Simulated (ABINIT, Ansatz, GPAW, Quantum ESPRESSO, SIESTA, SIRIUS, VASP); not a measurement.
**Pb: programs and potentials compared**

```
CELL_PARAMETERS angstrom
0.00000 2.47502 2.47502
2.47502 0.00000 2.47502
2.47502 2.47502 0.00000
ATOMIC_POSITIONS crystal
Pb 0.00000 0.00000 0.00000
```

Alike in all runs: task single point; functional PBEsol; k mesh 9 × 9 × 9; occupations fermi-dirac, width 0.05 eV; no spin polarisation; no spin-orbit coupling. Pressure is positive in compression and, in plane waves, holds the error of the finite cutoff.

```
                                                                                      program and potentials  plane-wave cutoff (eV)                    notes  pressure (GPa)
SIESTA, files PseudoDojo sr-pbesol-0.4.1-standard, DZP (energy shift 0.003 Ry; two zetas on semicore shells)                       -             atomic basis            0.05
                                              SIRIUS, PseudoDojo 0.4.1 PBEsol standard (scalar relativistic)                     765                        -           -0.59
                                                                           Quantum ESPRESSO, GBRV 1.5 PBEsol                     612                        -           -0.82
                                                             ABINIT, PseudoDojo NC SR PBEsol v0.4.1 standard                     762                        -           -0.59
                                                              Ansatz, all-electron LAPW, scalar-relativistic                       -                        -           -0.60
                                                                            VASP, PBE PAW files Pb_d, 520 eV                     520  potentials made for PBE           -0.70
                                                           GPAW, PAW data sets generated for this functional                     600                        -           -0.86
```

The pressure spans -0.86 (GPAW, PAW data sets generated for this functional) to 0.05 GPa (SIESTA, files PseudoDojo sr-pbesol-0.4.1-standard, DZP (energy shift 0.003 Ry; two zetas on semicore shells)), with all-electron results at -0.60. Rows in atomic bases carry the error of their basis and grid, which can be large.

Differences between rows come from potentials, basis sets and numerical settings, since the functional is the same but for its coding. Runs on potential files found faulty are left out.
